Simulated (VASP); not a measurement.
Write the native input for VASP 6.6.1 that does the following.

```
Task                   : relaxation of the atoms
Functional             : PBE
Dispersion             : D3(BJ)
Potentials or basis    : VASP PAW PBE potentials, release 64 (Ba_sv, F)
Cutoff                 : 600 eV
k mesh                 : 8 × 8 × 8
Occupations            : gaussian, width 0.03 eV
Spin                   : no spin polarisation
Further INCAR settings : ALGO = Normal; EDIFF = 1e-07; IBRION = 2; EDIFFG = -0.01; NSW = 40
```

The structure of BaF2 (Frankdicksonite) lies in POSCAR:

```
BaF2                                    
1.0
    0.0000000000      3.1412426825      3.1412426825
    3.1412426825     -0.0000000000      3.1412426825
    3.1412426825      3.1412426825      0.0000000000
  Ba              F             
     1     2
Direct
     1.0000000000000000    0.0000000000000000    1.0000000000000000
     0.2500000000000000    0.2500000000000000    0.2500000000000000
     0.7500000000000000    0.7500000000000000    0.7500000000000000
```

The cell isn't the ideal one: a relaxed cell with its volume scaled by 1.02.

The input as run:

INCAR

```
SYSTEM = BaF2
ALGO = Normal ; EDIFF = 1E-7
EDIFFG = -0.01 ; ENCUT = 600
GGA = PE ; IBRION = 2
ISIF = 2 ; ISMEAR = 0
IVDW = 12 ; LASPH = .True.
LCHARG = .False. ; LREAL = .False.
LWAVE = .False. ; NELM = 80
NSW = 40 ; PREC = Accurate
SIGMA = 0.03
```

KPOINTS

```
k-points
0
Gamma
  8 8 8
  0 0 0
```

Potentials or basis: VASP PAW PBE potentials, release 64 (Ba_sv, F).

Command:

```console
$ cat potpaw_PBE.64/Ba_sv/POTCAR potpaw_PBE.64/F/POTCAR > POTCAR
$ mpirun -np 1 vasp_std > vasp.out
```

It gave:

- Pressure after relaxing: -1.1 GPa
- Band gap on the k mesh: 6.59 eV, indirect (least direct gap 6.65 eV)
- Dispersion energy per atom: -0.129 eV

Caveat: the relaxation stopped at its first step, so nothing moved; spin-orbit coupling is left out, which moves the levels of the heavy elements.

Run time: 42 s on 1 thread of Intel(R) Xeon(R) Platinum 8488C (Sapphire Rapids) (shared host), peak memory 0.22 GiB.
